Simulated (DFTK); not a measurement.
# CaSe (Fm-3m) in DFTK: reference runs

Aim: a first look at CaSe with PBE, on the cell as given.

All numbers are computed with DFTK 0.8.2; they aren't measurements. Logs are shortened: lines on timing, memory, paths and dates and some standing lists are left out, and cuts for length are marked.

**What was measured.**

From a printed reference work, monograph, original work of 1988, for a bulk crystal of CaSe at 2 K: band gap 3.85 eV (indirect).

The runs below are set against these values where they give the same quantity.

## 1. The structure

Symmetry: Fm-3m, No. 225, cubic system. Conventional cell: a = 5.912 Å, b = 5.912 Å, c = 5.912 Å, α = 90.00°, β = 90.00°, γ = 90.00°. Around Se (site symmetry m-3m) lie 6 Ca at 2.96 Å. Around Ca (site symmetry m-3m) lie 6 Se at 2.96 Å.

## 2. Single point, PBE

run.jl reads:

```julia
using DFTK
using PseudoPotentialData
using Unitful, UnitfulAtomic
using LinearAlgebra, Printf
include("save.jl")
disable_threading()

# lattice vectors are the columns
lattice = austrip(1u"Å") * [           0.0          2.956          2.956;
                    2.956            0.0          2.956;
                    2.956          2.956            0.0]
symbols   = [:Se, :Ca]
positions = [[0.5, 0.5, 0.5],
             [0.0, 0.0, 0.0]]
pseudopotentials = PseudoFamily("dojo.nc.sr.pbe.v0_4_1.standard.upf")
elements = Dict(s => ElementPsp(s, pseudopotentials) for s in unique(symbols))
atoms    = [elements[s] for s in symbols]

build_model(lattice, positions; symmetries=true) =
    model_DFT(lattice, atoms, positions;
              functionals=PBE(),
              temperature=austrip(0.05u"eV"),
              smearing=Smearing.FermiDirac(),
              symmetries)
Ecut  = 43.0  # hartree
kgrid = [8, 8, 8]
tol   = 1e-6
to_GPa = ustrip(uconvert(u"GPa", 1u"hartree/bohr^3"))

model = build_model(lattice, positions)
basis = PlaneWaveBasis(model; Ecut, kgrid)
display(basis)
scfres = self_consistent_field(basis;
                               tol,
                               nbandsalg=AdaptiveBands(model; n_bands_converge=18))
display(scfres.energies)
@printf "Fermi level: %.6f eV\n" ustrip(auconvert(u"eV", something(scfres.εF, NaN)))
forces = compute_forces_cart(scfres)
println("Forces (eV/Å)")
for (s, f) in zip(symbols, forces)
    @printf "%-3s %12.6f %12.6f %12.6f\n" s ustrip.(auconvert.(u"eV/Å", f))...
end
stress = compute_stresses_cart(scfres)
println("Stress (GPa)")
display(round.(stress * to_GPa; digits=4))
println("Levels at the first k-point (eV): ", round.(ustrip.(auconvert.(u"eV", scfres.eigenvalues[1][1:scfres.n_bands_converge])); digits=4))
save_scf!(scfres; forces, stress)
```

Potentials or basis: dojo.nc.sr.pbe.v0_4_1.standard.upf (PBE).

Run with:

```
> julia --threads=1 run.jl  # save.jl only writes the numbers to a file and isn't shown; printed stress counts tension as positive; times include loading and compiling
```

What it wrote:

```text
PlaneWaveBasis discretization:

    Ecut                 : 43.0 Ha
    fft_size             : (50, 50, 50), 125000 total points
    kgrid                : MonkhorstPack([8, 8, 8])
    num.   red. kpoints  : 512
    num. irred. kpoints  : 29

    Discretized Model(gga_x_pbe+gga_c_pbe, 3D):
        lattice (in Bohr)    : [0         , 5.58603   , 5.58603   ]
                               [5.58603   , 0         , 5.58603   ]
                               [5.58603   , 5.58603   , 0         ]
        unit cell volume     : 348.61 Bohr³

        atoms                : CaSe
        pseudopot. family    : PseudoFamily("dojo.nc.sr.pbe.v0_4_1.standard.upf")

        num. electrons       : 26
        spin polarization    : none
        temperature          : 0.0018375 Ha
        smearing             : DFTK.Smearing.FermiDirac()

        terms                : Kinetic()
                               AtomicLocal()
                               AtomicNonlocal()
                               Ewald(nothing)
                               PspCorrection()
                               Hartree()
                               Xc(gga_x_pbe, gga_c_pbe)
                               Entropy()
n     Energy            log10(ΔE)   log10(Δρ)   Diag   Δtime
---   ---------------   ---------   ---------   ----   ------
  1   -160.0957332507                   -1.07    5.4    13.0s
  2   -160.0972831769       -2.81       -1.59    1.0    4.96s
  3   -160.0976407082       -3.45       -2.02    3.1    6.86s
  4   -160.0976757214       -4.46       -2.73    2.7    6.63s
  5   -160.0976779461       -5.65       -3.52    3.7    6.72s
  6   -160.0976780202       -7.13       -3.76    3.3    7.41s
  7   -160.0976780238       -8.45       -4.82    1.2    4.64s
  8   -160.0976780247       -9.05       -5.05    4.2    7.48s
  9   -160.0976780247      -10.66       -5.54    1.6    6.11s
 10   -160.0976780247      -11.63       -5.93    2.6    5.31s
 11   -160.0976780247      -12.37       -7.12    2.1    5.62s
Energy breakdown (in Ha):
    Kinetic             91.6830794
    AtomicLocal         -130.2583737
    AtomicNonlocal      -49.7450926
    Ewald               -88.6553273
    PspCorrection       3.1225979
    Hartree             45.3770395
    Xc                  -31.6216013
    Entropy             -0.0000000

    total               -160.097678024682
Fermi level: 5.160840 eV
Forces (eV/Å)
Se      0.000000     0.000000     0.000000
Ca     -0.000000     0.000000     0.000000
Stress (GPa)
3×3 StaticArraysCore.SMatrix{3, 3, Float64, 9} with indices SOneTo(3)×SOneTo(3):
 -1.1332  -0.0     -0.0
 -0.0     -1.1332  -0.0
 -0.0     -0.0     -1.1332
Levels at the first k-point (eV): [-41.7898, -41.7898, -41.7819, -41.7819, -41.7819, -35.6304, -16.6153, -16.6153, -16.6153, -7.6583, 4.146, 4.146, 4.146, 7.4996, 7.8556, 7.8556, 7.8556, 8.4219]
```

Wall time 2.6 min (1 thread of Intel Xeon Platinum 8488C (Sapphire Rapids), shared host); peak memory 1.9 GiB.

What came out:

* Free energy: -4356.4798 eV
* Pressure: 1.1 GPa
* Band gap on the k mesh: 2.03 eV, indirect (least direct gap 2.96 eV)

## 3. Comparison with measurements

Step 2. Against the measured gap of CaSe, 3.85 eV (indirect; 2 K; a printed reference work, monograph, original work of 1988), the calculated 2.03 eV is off by -1.82 eV. Spin-orbit coupling on Se is left out. The value is that of PBE on a finite k mesh, which can miss the band edges, without temperature or zero-point motion. Semilocal functionals fall short of measured gaps as a rule.
